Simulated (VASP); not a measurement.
# Sb (R-3m) in VASP: settings compared, part 2 of 3

VASP 6.6.1. The steps go on from the part before.

### 3 Relaxation of cell and atoms, PBE+D3(BJ), target pressure 6.5 GPa, at which the enthalpy is minimised

This run uses another cell than the first one, of 26.28 Å³/atom, 0.870 times its volume.

Input file INCAR:

```
PREC = Accurate
ENCUT = 600
EDIFF = 1E-7
ISMEAR = 1
SIGMA = 0.1
LREAL = False
LASPH = True
NELM = 80
ALGO = Normal
ISIF = 3
LWAVE = False
LCHARG = False
GGA = PE
IVDW = 12
IBRION = 2
NSW = 90
EDIFFG = -0.005
PSTRESS = 65.0
KPAR = 2
```

Input file KPOINTS:

```
regular mesh
0
Gamma
  10 10 10
```

Input file POSCAR:

```
Sb                                      
1.0
    2.1048873970      1.2152573053      3.4250865314
   -2.1048873970      1.2152573053      3.4250865314
   -0.0000000000     -2.4305146106      3.4250865314
  Sb            
     2
Direct
     0.2501447967422831    0.2501447967422831    0.2501447967422831
     0.7498552032577168    0.7498552032577168    0.7498552032577168
```

Potentials or basis: VASP PAW PBE potentials, release 64 (Sb).

Run with:

```bash
$ cat potpaw_PBE.64/Sb/POTCAR > POTCAR
$ mpirun -np 2 vasp_std > vasp.out
```

Wall time 27 s (2 MPI ranks of Intel Xeon 6975P-C (Granite Rapids), shared host); peak memory 0.24 GiB.

The run converged. Its results:

```yaml
Free_energy: -9.0747 eV
Relaxed_volume: 26.28 Å³/atom
Relaxed_cell: a = 4.202 Å, b = 4.202 Å, c = 4.202 Å, α = 60.07°, β = 60.07°, γ = 60.07°
Space_group_after_relaxing_to_0.05_Å: Pm-3m (No. 221)
Energy_change_on_relaxing_the_enthalpy_is_what_falls: +0.2 meV/atom
Ionic_steps: 5
Pressure_after_relaxing: 6.5 GPa
Band_gap_on_the_k_mesh: none (metal or under the smearing width)
Dispersion_energy_per_atom: -0.545 eV
```

Step by step:
```csv
step,energy change (eV),largest force (eV/Å),pressure (GPa),volume (Å³)
1,0.0000,0.0070,6.48,52.57
2,0.0012,0.0055,6.53,52.54
3,0.0014,0.0053,6.53,52.53
4,0.0011,0.0040,6.53,52.54
5,0.0004,0.0001,6.49,52.56
```

Final structure:
```yaml
crystal:
  lattice:
    - [2.10337, 1.21438, 3.42937]
    - [-2.10337, 1.21438, 3.42937]
    - [0.00000, -2.42876, 3.42937]
  atoms:
    - { symbol: Sb, position: [0.25000, 0.25000, 0.25000] }
    - { symbol: Sb, position: [0.75000, 0.75000, 0.75000] }
```

Levels at points of the mesh, in eV from the Fermi level:
| k point | band 3 | band 4 | band 5 | band 6 | band 7 | band 8 |
| --- | --- | --- | --- | --- | --- | --- |
| (0.00, 0.00, 0.00) | -1.92 | -1.92 | -1.90 | 3.55 | 3.56 | 3.56 |
| (0.50, 0.00, 0.00) | -0.78 | -0.78 | -0.77 | -0.77 | 0.40 | 0.40 |
| (0.50, 0.50, 0.00) | -6.54 | -4.17 | -4.16 | 1.65 | 6.02 | 6.02 |
| (0.50, 0.50, 0.50) | -0.78 | -0.78 | -0.78 | -0.78 | 0.39 | 0.39 |

Caveat: the cell is relaxed towards a set pressure, so the enthalpy falls and the energy may rise; pairwise dispersion overbinds metals, which lowers pressure and volume.

### 4 Relaxation of cell and atoms, PBE, target pressure 1 GPa, at which the enthalpy is minimised

Input file INCAR:

```
ALGO = Normal
EDIFF = 1E-6
EDIFFG = -0.01
ENCUT = 600
GGA = PE
IBRION = 2
ISIF = 3
ISMEAR = 1
KPAR = 2
LASPH = True
LCHARG = False
LREAL = False
LWAVE = False
NELM = 80
NSW = 90
PREC = Accurate
PSTRESS = 10.0
SIGMA = 0.1
```

Input file KPOINTS:

```
k-points
0
Gamma
  10 10 10
```

Input file POSCAR:

```
Sb
1.0
    2.1542000000      1.2437279499      3.7580000000
   -2.1542000000      1.2437279499      3.7580000000
    0.0000000000     -2.4874558998      3.7580000000
Sb
2
Direct
    0.2334900000      0.2334900000      0.2334900000
    0.7665100000      0.7665100000      0.7665100000
```

Potentials or basis: VASP PAW PBE potentials, release 64 (Sb).

Run with:

```bash
$ cat potpaw_PBE.64/Sb/POTCAR > POTCAR
$ mpirun -np 2 vasp_std > vasp.out
```

OUTCAR:

```text
EDIFF = 1E-6
   EDIFFG = -0.01
   ENCUT = 600
   GGA = PE
   IBRION = 2
   ISIF = 3
   ISMEAR = 1
   LASPH = True
   LREAL = False
   NELM = 80
   NSW = 90
   PREC = Accurate
   PSTRESS = 10.0

 ion  position               nearest neighbor table
   1  0.233  0.233  0.233-   2 2.91   2 2.91   2 2.91   2 3.35   2 3.35   2 3.35
   2  0.767  0.767  0.767-   1 2.91   1 2.91   1 2.91   1 3.35   1 3.35   1 3.35

  LATTYP: Found a trigonal (rhomboedric) cell.
 ALAT       =     4.5066618304
 COS(alpha) =     0.5430253624

  Lattice vectors:

 A1 = (   2.1542000000,   1.2437279499,   3.7580000000)
 A2 = (  -2.1542000000,   1.2437279499,   3.7580000000)
 A3 = (   0.0000000000,  -2.4874558998,   3.7580000000)

Analysis of symmetry for initial positions (statically):
[... 380 lines left out ...]
 fundamental gap:      0.1432746464
 Fermi energy:         6.9267808321

 k-point     1 :       0.0000    0.0000    0.0000
  band No.  band energies     occupation
      1      -5.5339      2.00000
      2       2.0557      2.00000
      3       5.0221      2.00000
      4       5.2050      2.00000
      5       5.2050      2.00000
      6       9.1112      0.00000
      7       9.6584      0.00000
      8       9.6584      0.00000
      9      12.0162      0.00000
[... 265 lines left out ...]
 k-point    24 :       0.4000    0.3000   -0.0000
  band No.  band energies     occupation
      1      -3.9331      2.00000
      2      -0.6475      2.00000
      3       2.7670      2.00000
      4       3.7212      2.00000
      5       3.9838      2.00000
      6       9.1547      0.00000
      7      10.8336      0.00000
      8      11.1018      0.00000
      9      11.4384      0.00000

 [... further k-points ...]

------------------------ aborting loop because EDIFF is reached ----------------------------------------

  FORCE on cell =-STRESS in cart. coord.  units (eV):
  Direction    XX          YY          ZZ          XY          YZ          ZX
  --------------------------------------------------------------------------------------
  -------------------------------------------------------------------------------------
  Total        0.3711039      0.3711039      0.3778017      0.0000000      0.0000000      0.0000000
  in kB        9.6059472      9.6059472      9.7793171      0.0000000      0.0000000      0.0000000
  external PRESSURE =      -0.3362628 kB  Pullay stress =      10.0000000 kB
[... 21 lines left out ...]
  energy  without entropy=       -8.2734446305  energy(sigma->0) =       -8.27340392

  enthalpy is  TOTEN    =        -7.8870562935 eV   P V=        0.3863272698

 reached required accuracy - stopping structural energy minimisation
```

OSZICAR:

```text
N       E                     dE             d eps       ncg     rms          rms(c)
DAV:   1     0.418817591832E+02    0.41882E+02   -0.39934E+03  2088   0.977E+02
[... 37 lines left out ...]
   5 F= -.78867919E+01 E0= -.78867972E+01  d E =-.172334E-03
       N       E                     dE             d eps       ncg     rms          rms(c)
DAV:   1    -0.827353953596E+01    0.65034E-03   -0.40262E-02  2183   0.115E+00    0.719E-02
DAV:   2    -0.827346415448E+01    0.75381E-04   -0.10708E-03  2144   0.258E-01    0.464E-02
DAV:   3    -0.827338306305E+01    0.81091E-04   -0.28564E-04  2258   0.962E-02    0.838E-03
DAV:   4    -0.827338365563E+01   -0.59258E-06   -0.11321E-05  2224   0.270E-02    0.827E-03
DAV:   5    -0.827338356339E+01    0.92237E-07   -0.14703E-06  1218   0.886E-03
   6 F= -.78870563E+01 E0= -.78870766E+01  d E =-.436776E-03
```

It took 68 s on 2 MPI ranks of AMD EPYC 9R45 (Zen 5), shared host; peak memory 0.23 GiB.

What came out:

| Item | Value |
| --- | --- |
| Free energy | -8.2734 eV |
| Relaxed volume | 30.95 Å³/atom |
| Relaxed cell | a = 4.525 Å, b = 4.525 Å, c = 4.525 Å, α = 57.60°, β = 57.60°, γ = 57.60° |
| Space group after relaxing (to 0.05 Å) | R-3m (No. 166) |
| Energy change on relaxing (the enthalpy is what falls) | -10.2 meV/atom |
| Ionic steps | 6 |
| Pressure after relaxing | 1.0 GPa |
| Largest force after relaxing | 0.008 eV/Å |
| Band gap on the k mesh | none (metal or under the smearing width) |

Forces in eV/Å, atoms in the order of the input:
```
Sb   0.000  0.000  0.008
Sb   0.000  0.000 -0.008
```

The path:
```csv
step,energy change (eV),largest force (eV/Å),pressure (GPa),volume (Å³)
1,0.0000,0.2274,2.80,60.41
2,-0.0234,0.1149,-0.30,63.42
3,-0.0212,0.0247,0.96,62.09
4,-0.0214,0.0210,0.92,62.12
5,-0.0212,0.0178,0.93,62.07
6,-0.0204,0.0080,0.97,61.90
```

Final structure:
```cif
data_structure
_symmetry_space_group_name_H-M 'P 1'
_symmetry_Int_Tables_number 1
_cell_length_a 4.5251
_cell_length_b 4.5251
_cell_length_c 4.5251
_cell_angle_alpha 57.596
_cell_angle_beta 57.596
_cell_angle_gamma 57.596
_cell_volume 61.90
loop_
_atom_site_label
_atom_site_type_symbol
_atom_site_fract_x
_atom_site_fract_y
_atom_site_fract_z
_atom_site_occupancy
Sb1 Sb 0.23446 0.23446 0.23446 1
Sb2 Sb 0.76554 0.76554 0.76554 1
```

Caveat: the cell is relaxed towards a set pressure, so the enthalpy falls and the energy may rise.

[end of part 2 of 3]
